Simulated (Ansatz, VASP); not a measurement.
## Two plane-wave programs on W

```
W
1.0
    -1.61399    1.61399    1.58234
     1.61399   -1.61399    1.58234
     1.61399    1.61399   -1.58234
W
1
Cartesian
  0.0000 0.0000 0.0000
```

Alike in both runs: functional PBE; k mesh 10 × 10 × 10; occupations fermi-dirac, width 0.05 eV; no spin polarisation.

|  | VASP | Ansatz |
| --- | --- | --- |
| version | VASP 6.6.1 | Ansatz 0.2.0 |
| potentials or method | VASP PAW PBE potentials, release 64 (W_sv) | Ansatz PAW |
| plane-wave cutoff (eV) | 520 | 420 |
| valence electrons in the cell | 14 | 14 |
| task | single point | band structure |

VASP gave:

```
gap on the k mesh at the Fermi level (eV)       : none
pressure (GPa)                                  : -5.7
largest component of the traceless stress (GPa) : 4.11
```

Question: Estimate Ansatz's values.

Answer: gap on the k mesh at the Fermi level (eV): none; pressure (GPa): -6.1; largest component of the traceless stress (GPa): 4.11.

A gap of «none» marks a metal or a gap that the smearing closes. The functional is the same, so the differences come from potentials, cutoffs and numerics.

Caveats: spin-orbit coupling is left out, which moves the levels of the heavy elements (Ansatz). The runs have no spin-orbit coupling, so splittings on W are missing.
